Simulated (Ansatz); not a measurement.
**Is this Sn4Se stable against decomposition?**

These are results of DFT PBE, scalar-relativistic, plane waves, PAW in Ansatz 0.2.0, not measurements. All cells share a 420 eV cutoff and Γ-centred k meshes spaced at most about 0.3 Å⁻¹ (about 0.25 or finer for metals, 2π included). No spin polarisation.

The zero of energy is the elements' standard structures at the same level; no fitted shifts are applied. The references include grey tin.

Temperature and zero-point effects are left out. Weakly bound directions are ill-defined at this level, which has no dispersion term (SnSe Pnma). The reference form of Se is held partly by dispersion forces, which this level lacks.

The competitors are the elements and 2 reference phases of this chemical system (from databases or known types: SnSe, SnSe2), relaxed at the same level; other known phases may be missing.

The candidate was reached from: random cell.

```
CELL_PARAMETERS angstrom
5.54685 0.00000 0.00000
0.00000 5.54685 0.00000
0.00000 0.00000 5.54685
ATOMIC_POSITIONS crystal
Sn 0.50000 0.00000 0.00000
Sn 0.00000 0.50000 0.00000
Sn 0.00000 0.00000 0.50000
Sn 0.50000 0.50000 0.50000
Se 0.00000 0.00000 0.00000
```

The lowest competing mixture at this composition:

| phase | space group | source | share of atoms | ΔE_f (eV/atom) |
| --- | --- | --- | --- | --- |
| Sn | - | element | 0.6000 | 0.000 |
| SnSe | Pnma (No. 62) | Materials Project | 0.4000 | -0.438 |

**Question.** What are the hull's energy here, the candidate's formation energy and its margin?

**Answer.** The hull lies at -0.175 eV/atom, the weighted sum of the last column. The candidate has 0.333 eV/atom, which is 0.51 eV/atom above it. The candidate matches no cell in the subsets of the Crystallography Open Database and the Materials Project at hand. A phase this far over the hull is unlikely to be made.
